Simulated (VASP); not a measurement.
# Sb in VASP: phonons with PBE

Aim: the phonons of Sb with PBE.

Program: VASP 6.6.1. These are calculated values, not measurements. Logs are shortened: lines on timing, memory, paths and dates and some standing lists are left out, and cuts for length are marked.

## Step 1: The structure

The cell holds a slab with vacuum, 2 atoms: a = 4.308 Å, b = 4.308 Å, c = 19.507 Å, α = 90.00°, β = 90.00°, γ = 120.00°.

The slab is cut from a database's or a generator's crystal, which needn't be the stable form of the element.

## Step 2: Phonons, PBE

The input, POSCAR:

```
Sb
1.0
    4.3084000000      0.0000000000      0.0000000000
   -2.1542000000      3.7311838500      0.0000000000
    0.0000000000      0.0000000000     19.5067325300
  Sb
     2
Direct
     0.3333333329999988    0.6666666670000012    0.5404649243971418
     0.0000000000000000    0.0000000000000000    0.4595350756028582
```

The input, INCAR.step1:

```
SYSTEM = Sb
PREC = Accurate ; ENCUT = 600
EDIFF = 1E-8 ; ISMEAR = 0
SIGMA = 0.05 ; LREAL = .False.
LASPH = .True. ; NELM = 80
ALGO = Normal ; ISIF = 2
LWAVE = .False. ; LCHARG = .False.
LDIPOL = .True. ; IDIPOL = 3
DIPOL = 0.5 0.5 0.500 ; GGA = PE
IBRION = 2 ; NSW = 40
EDIFFG = -0.002
```

The input, INCAR.step2:

```
SYSTEM = Sb
PREC = Accurate ; ENCUT = 600
EDIFF = 1E-8 ; ISMEAR = 0
SIGMA = 0.05 ; LREAL = .False.
LASPH = .True. ; NELM = 80
ALGO = Normal ; ISIF = 2
LWAVE = .False. ; LCHARG = .False.
LDIPOL = .True. ; IDIPOL = 3
DIPOL = 0.5 0.5 0.500 ; GGA = PE
IBRION = 6 ; NFREE = 2
POTIM = 0.015 ; NSW = 1
```

The input, KPOINTS:

```
regular mesh
0
Gamma
  12 12 1
  0 0 0
```

Potentials or basis: VASP PAW PBE potentials, release 64 (Sb).

Launch:

```sh
> cat potpaw_PBE.64/Sb/POTCAR > POTCAR
> cp INCAR.step1 INCAR
> mpirun -np 1 vasp_std > vasp.out
> cp CONTCAR POSCAR
> cp INCAR.step2 INCAR
> mpirun -np 1 vasp_std > vasp.out
```

OUTCAR:

```text
SYSTEM = Sb
   PREC = Accurate
   ENCUT = 600
   EDIFF = 1E-8
   ISMEAR = 0
   LREAL = .False.
   LASPH = .True.
   NELM = 80
   ISIF = 2
   GGA = PE
   IBRION = 6
   NFREE = 2
   POTIM = 0.015
   NSW = 1

 ion  position               nearest neighbor table
   1  0.333  0.667  0.540-   2 2.95   2 2.95   2 2.95
   2  0.000  0.000  0.460-   1 2.95   1 2.95   1 2.95

  LATTYP: Found a hexagonal cell.
 ALAT       =     4.3084000000
 C/A-ratio  =     4.5276048022

  Lattice vectors:

 A1 = (   4.3084000000,   0.0000000000,   0.0000000000)
 A2 = (  -2.1542000000,   3.7311838500,   0.0000000000)
 A3 = (   0.0000000000,   0.0000000000,  19.5067325300)

Analysis of symmetry for initial positions (statically):
=====================================================================
 Subroutine PRICEL returns:
 Original cell was already a primitive cell.

 Routine SETGRP: Setting up the symmetry group for a
 hexagonal supercell.

 Subroutine GETGRP returns: Found 12 space group operations
 (whereof  6 operations were pure point group operations)
 out of a pool of 24 trial point group operations.

The static configuration has the point symmetry C_3v.
 The point group associated with its full space group is D_3d.

Analysis of symmetry for dynamics (positions and initial velocities):
=====================================================================
 Subroutine PRICEL returns:
 Original cell was already a primitive cell.

 Routine SETGRP: Setting up the symmetry group for a
 hexagonal supercell.

 Subroutine GETGRP returns: Found 12 space group operations
 (whereof  6 operations were pure point group operations)
 out of a pool of 24 trial point group operations.

The dynamic configuration has the point symmetry C_3v.
 The point group associated with its full space group is D_3d.

 Subroutine INISYM returns: Found 12 space group operations
 (whereof  6 operations are pure point group operations),
 and found     1 'primitive' translations

----------------------------------------------------------------------------------------

                                     Primitive cell

  volume of cell :     313.5792

  direct lattice vectors                    reciprocal lattice vectors
     4.308400000  0.000000000  0.000000000     0.232104726  0.134005726  0.000000000
    -2.154200000  3.731183850  0.000000000     0.000000000  0.268011452  0.000000000
     0.000000000  0.000000000 19.506732530     0.000000000  0.000000000  0.051264352

  length of vectors
     4.308400000  4.308400000 19.506732530     0.268011452  0.268011452  0.051264352

  position of ions in fractional coordinates (direct lattice)
     0.333333333  0.666666667  0.540464924
     0.000000000  0.000000000  0.459535076

  ion indices of the primitive-cell ions
   primitive index   ion index
                 1           1
                 2           2

----------------------------------------------------------------------------------------

 KPOINTS: regular mesh

Automatic generation of k-mesh.
 Grid dimensions read from file:
 generate k-points for:   12   12    1

 Generating k-lattice:

  Cartesian coordinates                     Fractional coordinates (reciprocal lattice)
     0.019342060  0.011167144  0.000000000     0.083333333  0.000000000  0.000000000
     0.000000000  0.022334288  0.000000000     0.000000000  0.083333333  0.000000000
     0.000000000  0.000000000  0.051264352     0.000000000  0.000000000  1.000000000

  Length of vectors
[... 68 lines left out ...]
     AMIX     =   0.40;   BMIX     =  1.00
     AMIX_MAG =   1.60;   BMIX_MAG =  1.00
  volume/ion in A,a.u.               =     156.79      1058.07
  Fermi-wavevector in a.u.,A,eV,Ry     =   0.519149  0.981050  3.666990  0.269516
  Thomas-Fermi vector in A             =   1.536385
   LORBIT       =      0    0 simple, 1 ext, 2 COOP (PROOUT), +10 PAW based schemes
   GGA     = PE    functional components
   LHFCALC =     F    Hartree Fock is set to
   AEXX    =    0.0000 exact exchange contribution
   IVDW    =     0    specifies the selected vdW correction
   LEPSILON=     F    determine dielectric tensor
   LRPA    =     F    only Hartree local field effects (RPA)
 finite differences with symmetry
 non-spin polarized calculation
 Gauss-broadening in eV      SIGMA  =   0.05
  energy-cutoff  :      600.00
  volume of cell :      313.58
 maximum number of plane-waves:     10515
 NGX is ok and might be reduce to    36
   NGX = 17   NGY = 17   NGZ = 77

--------------------------------------- Ionic step        1  -------------------------------------------

 number of electron      10.0000000 magnetization

 Free energy of the ion-electron system (eV)
  ---------------------------------------------------
  ext. energy  EPLUGINS =         0.00000000
  ---------------------------------------------------
  free energy    TOTEN  =        -8.03866105 eV

  energy without entropy =       -8.03866105  energy(sigma->0) =       -8.03866105

------------------------ aborting loop because EDIFF is reached ----------------------------------------

  FORCE on cell =-STRESS in cart. coord.  units (eV):
  Direction    XX          YY          ZZ          XY          YZ          ZX
  --------------------------------------------------------------------------------------
  -------------------------------------------------------------------------------------
  Total       -1.4823634     -1.4823634     -0.0042399      0.0000000     -0.0000000      0.0000000
  in kB       -7.5738740     -7.5738740     -0.0216631      0.0000000     -0.0000000      0.0000000
  external PRESSURE =      -5.0564704 kB  Pullay stress =       0.0000000 kB
[... 125 lines left out ...]
  FREE ENERGIE OF THE ION-ELECTRON SYSTEM (eV)
  ---------------------------------------------------
  free  energy   TOTEN  =        -8.0377356402 eV

  energy  without entropy=       -8.0377356402  energy(sigma->0) =       -8.03773564

 dipolmoment           0.000000      0.000000     -0.000003 electrons x Angstroem

--------------------------------------- Ionic step        5  -------------------------------------------

 number of electron      10.0000000 magnetization

 dipolmoment           0.000000      0.000000      0.000005 electrons x Angstroem

 Free energy of the ion-electron system (eV)
  ---------------------------------------------------
  ext. energy  EPLUGINS =         0.00000000
  ---------------------------------------------------
  free energy    TOTEN  =        -8.03778741 eV

  energy without entropy =       -8.03778741  energy(sigma->0) =       -8.03778741

 E-fermi :  -2.6600     XC(G=0):  -2.6149

 val. band max:       -2.8810932698   @ k =   0.0833   0.0833   0.0000
 cond. band min:      -1.8217479860   @ k =   0.0000   0.0000   0.0000
 fundamental gap:      1.0593452838
 Fermi energy:        -2.6599539389

 k-point     1 :       0.0000    0.0000    0.0000
  band No.  band energies     occupation
      1     -13.6028      2.00000
      2      -8.7893      2.00000
      3      -3.1210      2.00000
      4      -3.1210      2.00000
      5      -2.9005      2.00000
      6      -1.8217      0.00000
      7      -0.2650      0.00000
      8      -0.2650      0.00000
      9       1.7493      0.00000
[... 205 lines left out ...]
 k-point    19 :       0.3333    0.3333    0.0000
  band No.  band energies     occupation
      1     -11.1637      2.00000
      2     -11.1637      2.00000
      3      -6.0125      2.00000
      4      -4.2975      2.00000
      5      -4.2975      2.00000
      6      -0.8627      0.00000
      7       0.8322      0.00000
      8       0.8322      0.00000
      9       3.8065      0.00000

------------------------ aborting loop because EDIFF is reached ----------------------------------------

 vacuum level on the upper side and lower side of the slab       (xc-potential included)        -0.007        -0.007

  FORCE on cell =-STRESS in cart. coord.  units (eV):
  Direction    XX          YY          ZZ          XY          YZ          ZX
  --------------------------------------------------------------------------------------
  -------------------------------------------------------------------------------------
  Total       -1.3943636     -1.3943636      0.1844115      0.0000000     -0.0000000      0.0000000
  in kB       -7.1242546     -7.1242546      0.9422181      0.0000000     -0.0000000      0.0000000
  external PRESSURE =      -4.4354304 kB  Pullay stress =       0.0000000 kB
[... 17 lines left out ...]
  FREE ENERGIE OF THE ION-ELECTRON SYSTEM (eV)
  ---------------------------------------------------
  free  energy   TOTEN  =        -8.0377874140 eV

  energy  without entropy=       -8.0377874140  energy(sigma->0) =       -8.03778741

 INTERNAL STRAIN TENSORS FROM DISPLACED ATOMS
 ============================================

 INTERNAL STRAIN TENSOR FOR ION    1 for displacements in x,y,z  (eV/Angst):
          X           Y           Z          XY          YZ          ZX
  --------------------------------------------------------------------------------
  x     0.00000     0.00000     0.00000     2.85071     0.00000    -7.97229
  y     2.85071    -2.85071     0.00000     0.00000    -7.97229     0.00000
  z    -5.74849    -5.74849   -12.62321     0.00000     0.00000     0.00000

 INTERNAL STRAIN TENSOR FOR ION    2 for displacements in x,y,z  (eV/Angst):
          X           Y           Z          XY          YZ          ZX
  --------------------------------------------------------------------------------
  x     0.00000     0.00000     0.00000    -2.85071     0.00000     7.97229
  y    -2.85071     2.85071     0.00000     0.00000     7.97229     0.00000
  z     5.74849     5.74849    12.62321     0.00000     0.00000     0.00000

 Eigenvectors and eigenvalues of the dynamical matrix
 ----------------------------------------------------

   1 f  =    5.665956 THz    35.600253 2PiTHz  188.995958 cm-1    23.432502 meV
             X         Y         Z           dx          dy          dz
     -0.000000  2.487456 10.542705     0.000000    0.000000   -0.707107
      0.000000  0.000000  8.964028     0.000000    0.000000    0.707107
[... 21 lines left out ...]
   6 f  =    0.000000 THz     0.000000 2PiTHz    0.000000 cm-1     0.000000 meV
             X         Y         Z           dx          dy          dz
     -0.000000  2.487456 10.542705     0.000000    0.000000    0.707107
      0.000000  0.000000  8.964028     0.000000    0.000000    0.707107

 ELASTIC MODULI CONTR FROM IONIC RELAXATION (kBar)
 Direction    XX          YY          ZZ          XY          YZ          ZX
 --------------------------------------------------------------------------------
 XX         -29.3341    -12.8955    -46.3664     -0.0000     22.9862      0.0000
 YY         -12.8955    -29.3341    -46.3664      0.0000    -22.9862     -0.0000
 ZZ         -46.3664    -46.3664   -101.8167     -0.0000     -0.0000      0.0000
 XY          -0.0000      0.0000     -0.0000     -8.2193      0.0000     22.9862
 YZ          22.9862    -22.9862     -0.0000      0.0000    -64.2830     -0.0000
 ZX           0.0000     -0.0000      0.0000     22.9862     -0.0000    -64.2829
 --------------------------------------------------------------------------------

 vacuum level on the upper side and lower side of the slab         2.217         2.217
```

Wall time 8.4 min (1 thread of Intel Xeon Platinum 8559C (Emerald Rapids), shared host); peak memory 0.67 GiB.

What came out:

- Highest phonon frequency at Γ: 189 cm⁻¹

Phonon frequencies in cm⁻¹ (negative: imaginary):
| q point | frequencies |
| --- | --- |
| (0.000, 0.000, 0.000) | 0 0 0 150 150 189 |

Spin-orbit coupling is left out, which matters for the levels of Sb.
